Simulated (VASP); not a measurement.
## VASP inputs for InAs (rocksalt)

INCAR

```
ISMEAR = -1
LASPH = .TRUE.
LREAL = .FALSE.
NELM = 120
NBANDS = 16
PREC = Accurate
LCHARG = .TRUE.
LELF = .TRUE.
LWAVE = .FALSE.
IBRION = -1
ISIF = 2
NSW = 0
EDIFF = 1E-7
SIGMA = 0.02
ENCUT = 520
GGA = PS
```

KPOINTS

```
KPOINTS created by Atomic Simulation Environment
0
Gamma
8 8 8
0 0 0
```

KPOINTS_OPT

```
special points
7
Reciprocal
0.0000000000 0.0000000000 0.0000000000 1
0.5000000000 0.0000000000 0.5000000000 1
0.5000000000 0.2500000000 0.7500000000 1
0.3750000000 0.3750000000 0.7500000000 1
0.5000000000 0.5000000000 0.5000000000 1
0.6250000000 0.2500000000 0.6250000000 1
0.1875000000 0.1875000000 0.3750000000 1
```

POSCAR

```
In As
 1.0000000000000000
    -0.0000000000000000    2.8414336897063346    2.8414336897063346
     2.8414336897063346   -0.0000000000000000    2.8414336897063346
     2.8414336897063346    2.8414336897063346   -0.0000000000000000
 In  As
   1   1
Cartesian
 -0.0000000000000000 -0.0000000000000000 -0.0000000000000000
  2.8414336897063341  2.8414336897063341  2.8414336897063341
```

VASP ran with the recommended PBE PAW datasets (18 valence electrons in the cell).

Q: Predict the results.

A: gap between bands v and c -2.75 eV (bands overlap: a metal); least direct gap 0.00 eV; pressure -0.9 GPa.

Band v is the last that the valence electrons fill when counted band by band, and c is the next. Levels in eV from the top of v:

```
point    v−1      v      c   c+1
    Γ  -0.61  -0.61  -0.61  6.79
    X  -3.32  -2.75  -2.75  3.36
    W  -4.30  -4.30   1.92  3.75
    K  -4.79  -2.08  -0.52  5.10
    L  -0.20  -0.20   1.70  2.86
```
